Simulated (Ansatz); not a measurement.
# Si: the cost of one run

Computed with Ansatz 0.2.0 (DFT r2SCAN, scalar-relativistic, plane waves, PAW, unless a step's input says otherwise).

2 further runs of the same task are left out: 2 set aside as unsound or not needed. Runs told in other sessions of the task aren't counted.

## Step 1: Starting point

The structure is tetragonal, space group I4/mmm (No. 139). Conventional cell: a = 3.318 Å, b = 3.318 Å, c = 2.553 Å, α = 90.00°, β = 90.00°, γ = 90.00°. Si (site symmetry 4/mmm) has 10 Si at 2.55 to 2.67 Å in its first shell of neighbours.

As a file:

```xyz
2
Lattice="-1.6588 -1.6588 1.2763 -1.6588 1.6588 1.2763 -3.3177 0.0000 -2.5527" Properties=species:S:1:pos:R:3 pbc="T T T"
Si   -3.3177    0.0000    0.0000
Si    0.0000    0.0000    0.0000
```

It goes back to an entry of the Materials Project, which need not be the stable form.

It is built from the cell relaxed beforehand with the same method (14.05 Å³/atom).

## Step 2: Zero of energy

The cell is repeated 2 times, 2 atoms in all. The reference gives a free energy of -1276.8035 eV, pressure 0.10 GPa, largest force 0.000 eV/Å and gap on the mesh none (metal). It was computed beforehand with the settings of the runs below.

## Step 3: Setting up a frozen normal mode

Mode 4 of the phonon run on this cell, counted from the lowest, is frozen in: each atom moves by x times its row below, so x is the largest displacement.

```
atom      ux     uy      uz
 Si1  -0.929  0.000   0.370
 Si2   0.929  0.000  -0.370
```

## Step 4: Point x = -0.200 Å

Input file input.yaml:

```yaml
crystal:
  lattice:
    - [-1.6588457136, -1.6588457136, 1.276336932]
    - [-1.6588457136, 1.6588457136, 1.276336932]
    - [-3.3176914272, 0.0, -2.5526738641]
  atoms:
    - { symbol: Si, position: [0.4574994401, 0.4574994401, 0.4864990295] }
    - { symbol: Si, position: [0.0425005599, 0.0425005599, 0.0135009705] }
basis:
  ecutwfc: 500
kpoints:
  mp_grid: { grid: [24, 24, 16] }
hamiltonian:
  xc: r2scan
scf:
  occupations: { method: gaussian, width: 0.15 }
output:
  forces: true
  stress: true
  eigenvalues: true
  write_density: true
  write_potential: true
  elf: true
  volumetric_format: npy
```

Command:

```sh
$ ansatz run input.yaml --threads 2 --pin off --max-ram 5120MiB --backend cpu --events-out ev --progress --plain --runs-dir out
```

Q: Estimate wall time and peak memory on 2 threads of Arm Neoverse V2, shared host.

About 39 s, with a peak of 1 GiB.
